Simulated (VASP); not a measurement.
# NiSb (P6_3/mmc) in VASP: further runs, part 2 of 2

VASP 6.6.1.

## (3) Relaxation of cell and atoms, LDA, collinear spin, ferromagnetic start

INCAR

```
SYSTEM = NiSb
PREC = Accurate
ENCUT = 600
EDIFF = 1E-7
ISMEAR = 0
SIGMA = 0.1
LREAL = .FALSE.
LASPH = .TRUE.
NELM = 150
ALGO = Normal
ISIF = 3
LWAVE = .FALSE.
LCHARG = .FALSE.
ISPIN = 2
MAGMOM = 1 1 0 0
LORBIT = 11
LMAXMIX = 4
IBRION = 2
NSW = 90
EDIFFG = -0.005
```

KPOINTS

```
regular mesh
0
G
  12 12 8
  0 0 0
```

POSCAR

```
NiSb
1.0
    3.9296697700      0.0000000000      0.0000000000
   -1.9648348800      3.4031938500      0.0000000000
    0.0000000000      0.0000000000      5.1161871700
Ni Sb
2 2
Direct
    0.0000000000      0.0000000000      0.0000000000
    0.0000000000      0.0000000000      0.5000000000
    0.3333333300      0.6666666700      0.2500000000
    0.6666666700      0.3333333300      0.7500000000
```

Potentials or basis: VASP PAW LDA potentials, release 64 (Ni, Sb).

Launch:

```bash
$ cat potpaw_LDA.64/Ni/POTCAR potpaw_LDA.64/Sb/POTCAR > POTCAR
$ mpirun -np 1 vasp_std > vasp.out
```

OUTCAR:

```text
SYSTEM = NiSb
   PREC = Accurate
   ENCUT = 600
   EDIFF = 1E-7
   ISMEAR = 0
   LREAL = .FALSE.
   LASPH = .TRUE.
   NELM = 150
   ISIF = 3
   ISPIN = 2
   LORBIT = 11
   IBRION = 2
   NSW = 90
   EDIFFG = -0.005

 ion  position               nearest neighbor table
   1  0.000  0.000  0.000-   2 2.56   2 2.56   4 2.60   3 2.60   3 2.60   4 2.60   4 2.60   3 2.60

   2  0.000  0.000  0.500-   1 2.56   1 2.56   4 2.60   3 2.60   3 2.60   4 2.60   4 2.60   3 2.60

   3  0.333  0.667  0.250-   1 2.60   2 2.60   1 2.60   2 2.60   1 2.60   2 2.60   4 3.42   4 3.42
                             4 3.42   4 3.42   4 3.42   4 3.42
   4  0.667  0.333  0.750-   1 2.60   2 2.60   1 2.60   2 2.60   1 2.60   2 2.60   3 3.42   3 3.42
                             3 3.42   3 3.42   3 3.42   3 3.42

  LATTYP: Found a hexagonal cell.
 ALAT       =     3.9296697700
 C/A-ratio  =     1.3019381957

  Lattice vectors:

 A1 = (   3.9296697700,   0.0000000000,   0.0000000000)
 A2 = (  -1.9648348800,   3.4031938500,   0.0000000000)
 A3 = (   0.0000000000,   0.0000000000,   5.1161871700)

Analysis of symmetry for initial positions (statically):
=====================================================================
 Subroutine PRICEL returns:
 Original cell was already a primitive cell.

 Routine SETGRP: Setting up the symmetry group for a
 hexagonal supercell.

 Subroutine GETGRP returns: Found 24 space group operations
 (whereof 12 operations were pure point group operations)
 out of a pool of 24 trial point group operations.

The static configuration has the point symmetry D_3d.
 The point group associated with its full space group is D_6h.

Analysis of symmetry for dynamics (positions and initial velocities):
=====================================================================
 Subroutine PRICEL returns:
 Original cell was already a primitive cell.

 Routine SETGRP: Setting up the symmetry group for a
 hexagonal supercell.

 Subroutine GETGRP returns: Found 24 space group operations
 (whereof 12 operations were pure point group operations)
 out of a pool of 24 trial point group operations.

The dynamic configuration has the point symmetry D_3d.
 The point group associated with its full space group is D_6h.

Analysis of structural, dynamic, and magnetic symmetry:
=====================================================================
 Subroutine PRICEL returns:
 Original cell was already a primitive cell.

 Routine SETGRP: Setting up the symmetry group for a
 hexagonal supercell.

 Subroutine GETGRP returns: Found 24 space group operations
 (whereof 12 operations were pure point group operations)
 out of a pool of 24 trial point group operations.

The overall configuration has the point symmetry D_3d.
 The point group associated with its full space group is D_6h.

 Subroutine INISYM returns: Found 24 space group operations
 (whereof 12 operations are pure point group operations),
 and found     1 'primitive' translations

----------------------------------------------------------------------------------------

                                     Primitive cell

  volume of cell :      68.4210

  direct lattice vectors                    reciprocal lattice vectors
     3.929669770  0.000000000  0.000000000     0.254474309  0.146920810  0.000000000
    -1.964834880  3.403193850  0.000000000     0.000000000  0.293841622  0.000000000
     0.000000000  0.000000000  5.116187170     0.000000000  0.000000000  0.195458056

  length of vectors
     3.929669770  3.929669768  5.116187170     0.293841622  0.293841622  0.195458056

[... 66 lines left out ...]
   k-points           NKPTS =     95   k-points in BZ     NKDIM =     95   number of bands    NBANDS=     20
   number of dos      NEDOS =    301   number of ions     NIONS =      4
   total plane-waves  NPLWV =  43008
   dimension x,y,z NGX =    32 NGY =   32 NGZ =   42
   dimension x,y,z NGXF=    64 NGYF=   64 NGZF=   84
   ions per type =               2   2
   NGX,Y,Z   is equivalent  to a cutoff of  13.54, 13.54, 13.65 a.u.
   NGXF,Y,Z  is equivalent  to a cutoff of  27.08, 27.08, 27.30 a.u.
 SYSTEM =  NiSb
   PREC   = accura    normal or accurate (medium, high low for compatibility)
   ISTART =      0    job   : 0-new  1-cont  2-samecut
   ICHARG =      2    charge: 1-file 2-atom 10-const
   ISPIN  =      2    spin polarized calculation?
   LNONCOLLINEAR =      F non collinear calculations
   LSORBIT =      F    spin-orbit coupling
   LASPH  =      T    aspherical Exc in radial PAW
   ENCUT  =  600.0 eV  44.10 Ry    6.64 a.u.   7.85  7.85 10.22*2*pi/ulx,y,z
   NELM   =    150;   NELMIN=  2; NELMDL= -5     # of ELM steps
   EDIFF  = 0.1E-06   stopping-criterion for ELM
   LREAL  =      F    real-space projection
   EDIFFG = -.5E-02   stopping-criterion for IOM
   NSW    =     90    number of steps for IOM
   IBRION =      2    ionic relax: 0-MD 1-quasi-New 2-CG
   NFREE  =      1    steps in history (QN), initial steepest desc. (CG)
   ISIF   =      3    stress and relaxation
   ISYM   =      2    0-nonsym 1-usesym 2-fastsym
   POTIM  = 0.5000    time-step for ionic-motion
   TEBEG  =    0.0;   TEEND  =   0.0 temperature during run
   PSTRESS=    0.0 pullay stress
   NELECT =      30.0000    total number of electrons
   NUPDOWN=      -1.0000    fix difference up-down
   EMIN   =  10.00;   EMAX   =-10.00  energy-range for DOS
   EFERMI =   0.00;   METHOD = LEGACY
   ISMEAR =     0;   SIGMA  =   0.10  broadening in eV -4-tet -1-fermi 0-gaus
   EFERMI_NEDOS =   21; number of points for ismear=-14 and -15
   IALGO  =     38    algorithm
   IMIX   =      4    mixing-type and parameters
     AMIX     =   0.40;   BMIX     =  1.00
     AMIX_MAG =   1.60;   BMIX_MAG =  1.00
  volume/ion in A,a.u.               =      17.11       115.43
  Fermi-wavevector in a.u.,A,eV,Ry     =   1.243709  2.350270 21.045664  1.546813
  Thomas-Fermi vector in A             =   2.378008
   LORBIT       =     11    0 simple, 1 ext, 2 COOP (PROOUT), +10 PAW based schemes
   GGA     = CA    functional components
   LHFCALC =     F    Hartree Fock is set to
   AEXX    =    0.0000 exact exchange contribution
   IVDW    =     0    specifies the selected vdW correction
   LEPSILON=     F    determine dielectric tensor
   LRPA    =     F    only Hartree local field effects (RPA)
 conjugate gradient relaxation of ions
 spin polarized calculation
 Gauss-broadening in eV      SIGMA  =   0.10
  energy-cutoff  :      600.00
  volume of cell :       68.42
 maximum number of plane-waves:      2312
 NGX is ok and might be reduce to    32
   NGX = 15   NGY = 15   NGZ = 21

--------------------------------------- Ionic step        1  -------------------------------------------

 number of electron      30.0000014 magnetization      -0.0017857

 number of electron      30.0000014 magnetization       0.0001381

 Free energy of the ion-electron system (eV)
  ---------------------------------------------------
  ext. energy  EPLUGINS =         0.00000000
  ---------------------------------------------------
  free energy    TOTEN  =       -24.11352130 eV

  energy without entropy =      -24.10551620  energy(sigma->0) =      -24.10951875

 E-fermi :   9.8993     XC(G=0): -11.7416

 val. band max:        9.8818707018   @ k =   0.0833   0.0833   0.1250
 cond. band min:       9.9083527875   @ k =   0.1667   0.1667   0.3750
 fundamental gap:      0.0264820857
 Fermi energy:         9.8992764693

 spin component 1

 k-point     1 :       0.0000    0.0000    0.0000
  band No.  band energies     occupation
      1      -3.1051      1.00000
      2       1.4308      1.00000
      3       3.6570      1.00000
      4       5.9271      1.00000
      5       5.9271      1.00000
      6       6.6971      1.00000
[... 1378 lines left out ...]
 number of electron      29.9999992 magnetization      -0.0000003

 number of electron      29.9999992 magnetization       0.0000006

 Free energy of the ion-electron system (eV)
  ---------------------------------------------------
  ext. energy  EPLUGINS =         0.00000000
  ---------------------------------------------------
  free energy    TOTEN  =       -24.16231080 eV

  energy without entropy =      -24.15470624  energy(sigma->0) =      -24.15850852

 E-fermi :  10.5602     XC(G=0): -11.9486

 val. band max:       10.5563663079   @ k =   0.1667   0.1667   0.3750
 cond. band min:      10.6177813640   @ k =   0.2500   0.0833   0.5000
 fundamental gap:      0.0614150561
 Fermi energy:        10.5601676663

 spin component 1

 k-point     1 :       0.0000    0.0000    0.0000
  band No.  band energies     occupation
      1      -2.8200      1.00000
      2       2.0257      1.00000
      3       4.0356      1.00000
      4       6.3435      1.00000
      5       6.3435      1.00000
      6       7.1280      1.00000
[... 1130 lines left out ...]
  FREE ENERGIE OF THE ION-ELECTRON SYSTEM (eV)
  ---------------------------------------------------
  free  energy   TOTEN  =       -24.1623107985 eV

  energy  without entropy=      -24.1547062368  energy(sigma->0) =      -24.15850852

 reached required accuracy - stopping structural energy minimisation

 total charge

# of ion       s       p       d       tot
------------------------------------------
    1        0.470   0.526   8.507   9.503
    2        0.470   0.526   8.507   9.503
    3        1.136   1.258   0.088   2.483
    4        1.136   1.258   0.088   2.483
--------------------------------------------------
tot          3.213   3.566  17.191  23.971

 magnetization (x)

# of ion       s       p       d       tot
------------------------------------------
    1       -0.000  -0.000  -0.000  -0.000
    2       -0.000  -0.000  -0.000  -0.000
    3        0.000   0.000   0.000   0.000
    4        0.000   0.000   0.000   0.000
--------------------------------------------------
tot         -0.000  -0.000  -0.000  -0.000
```

OSZICAR:

```text
N       E                     dE             d eps       ncg     rms          rms(c)
DAV:   1     0.180180706646E+03    0.18018E+03   -0.13658E+04  7600   0.174E+03
DAV:   2    -0.149995970133E+02   -0.19518E+03   -0.18883E+03  7724   0.328E+02
DAV:   3    -0.251661099644E+02   -0.10167E+02   -0.97829E+01  8832   0.925E+01
[... 75 lines left out ...]
DAV:   1    -0.241624038601E+02   -0.98638E-04   -0.94212E-04  8376   0.522E-01    0.901E-02
DAV:   2    -0.241625552739E+02   -0.15141E-03   -0.18271E-03  8424   0.857E-01    0.129E-01
DAV:   3    -0.241623133039E+02    0.24197E-03   -0.79732E-04  8424   0.586E-01    0.146E-02
DAV:   4    -0.241623115975E+02    0.17065E-05   -0.26785E-05  7712   0.327E-02    0.680E-03
DAV:   5    -0.241623108292E+02    0.76828E-06   -0.15781E-06 10136   0.223E-02    0.226E-03
DAV:   6    -0.241623107985E+02    0.30648E-07   -0.19750E-07  5288   0.310E-03
   8 F= -.24162311E+02 E0= -.24158509E+02  d E =-.711148E-05  mag=    -0.0000
```

CONTCAR:

```text
NiSb
   1.00000000000000
     3.8797586974345357   -0.0000000000736367   -0.0000000000000000
    -1.9398793438445445    3.3599695932383939    0.0000000000000000
     0.0000000000000000   -0.0000000000000000    5.0337186603235820
  Ni              Sb
     2     2
Direct
     0.0000000000000000    1.0000000000000000    0.0000000000000000
     0.0000000000000000    1.0000000000000000    0.5000000000000000
     0.3333333300000021    0.6666666699999979    0.2500000000000000
     0.6666666699999979    0.3333333300000021    0.7500000000000000

  0.00000000E+00  0.00000000E+00  0.00000000E+00
  0.00000000E+00  0.00000000E+00  0.00000000E+00
  0.00000000E+00  0.00000000E+00  0.00000000E+00
  0.00000000E+00  0.00000000E+00  0.00000000E+00
```

Wall time 17 min (1 thread of Intel Xeon Platinum 8375C at 2.90GHz (Ice Lake), shared host); peak memory 0.38 GiB.

Results:

```yaml
Free_energy: -24.1623 eV
Relaxed_volume: 16.40 Å³/atom
Relaxed_cell: a = 3.880 Å, b = 3.880 Å, c = 5.034 Å, α = 90.00°, β = 90.00°, γ = 120.00°
Space_group_after_relaxing_to_0.05_Å: P6_3/mmc (No. 194)
Energy_gained_by_relaxing: 12.2 meV/atom
Ionic_steps: 8
Pressure_after_relaxing: 0.0 GPa
Band_gap_on_the_k_mesh: none (metal or under the smearing width)
Net_moment: 0.00 μB per cell
Valence_electrons_inside_the_program's_atomic_spheres: Ni 9.50; Sb 2.48
```

The path:
```
step  energy change (eV)  largest force (eV/Å)  pressure (GPa)  volume (Å³)
   1              0.0000                0.0000           -5.32        68.42
   2              0.0031                0.0000            6.45        62.95
   3             -0.0487                0.0000           -0.09        65.64
   4             -0.0487                0.0000            0.07        65.58
   5             -0.0488                0.0000            0.05        65.59
   6             -0.0488                0.0000            0.06        65.59
   7             -0.0488                0.0000           -0.06        65.65
   8             -0.0488                0.0000           -0.02        65.62
```

Final structure:
```yaml
crystal:
  lattice:
    - [3.87976, 0.00000, 0.00000]
    - [-1.93988, 3.35997, 0.00000]
    - [0.00000, 0.00000, 5.03372]
  atoms:
    - { symbol: Ni, position: [0.00000, 0.00000, 0.00000] }
    - { symbol: Ni, position: [0.00000, 0.00000, 0.50000] }
    - { symbol: Sb, position: [0.33333, 0.66667, 0.25000] }
    - { symbol: Sb, position: [0.66667, 0.33333, 0.75000] }
```

Spin-orbit coupling is left out, which matters for the levels of Sb.
